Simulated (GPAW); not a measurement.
The system is MgS (Niningerite).

```
S Mg
1.0
     0.00000    2.60165    2.60165
     2.60165    0.00000    2.60165
     2.60165    2.60165    0.00000
S Mg
1 1
Cartesian
  2.6016 2.6016 2.6016
  0.0000 0.0000 0.0000
```

Program: GPAW 26.7.0. Alike in all runs: no spin polarisation; cell as given.

Question: Order these runs on this cell by their band gap on the k mesh, lowest first.
A. level revTPSS; potentials or basis GPAW PAW data sets (gpaw-data 1.2.1), pw; k mesh 7 × 7 × 7; cutoff (eV) 800; smearing fermi-dirac 0.05 eV; maxiter 150; band path GXWKGLUWLK,UX; band points 60; eigensolver davidson
B. level TB-mBJ; potentials or basis GPAW PAW data sets for LDA (gpaw-data 1.2.1), pw; k mesh 7 × 7 × 7; cutoff (eV) 800; smearing fermi-dirac 0.05 eV; maxiter 150
C. level PBEsol+D3(BJ); potentials or basis PAW data sets generated in the run's folder for this functional, pw; k mesh 9 × 9 × 9; cutoff (eV) 800; smearing gaussian 0.1 eV; maxiter 150; band path GXWKGLUWLK,UX; band points 80
D. level r2SCAN; potentials or basis GPAW PAW data sets (gpaw-data 1.2.1), newer versions, pw; k mesh 7 × 7 × 7; cutoff (eV) 650; smearing fermi-dirac 0.05 eV; maxiter 80; data set S v3
E. level PBE; potentials or basis PAW data sets generated in the run's folder for this functional, pw; k mesh 7 × 7 × 7; cutoff (eV) 800; smearing fermi-dirac 0.05 eV; maxiter 150; band path GXWKGLUWLK,UX; band points 60

Answer: C (2.84 eV), E (3.01 eV), A (3.31 eV), D (3.70 eV), B (4.09 eV).

Caveats: the mesh misses the band edges, which the band path finds closer together (some runs); an odd mesh through Γ misses points on the zone boundary, where band edges often lie (some runs); a model potential gives levels but no total energy (some runs).

Not every run made on this cell is shown here.
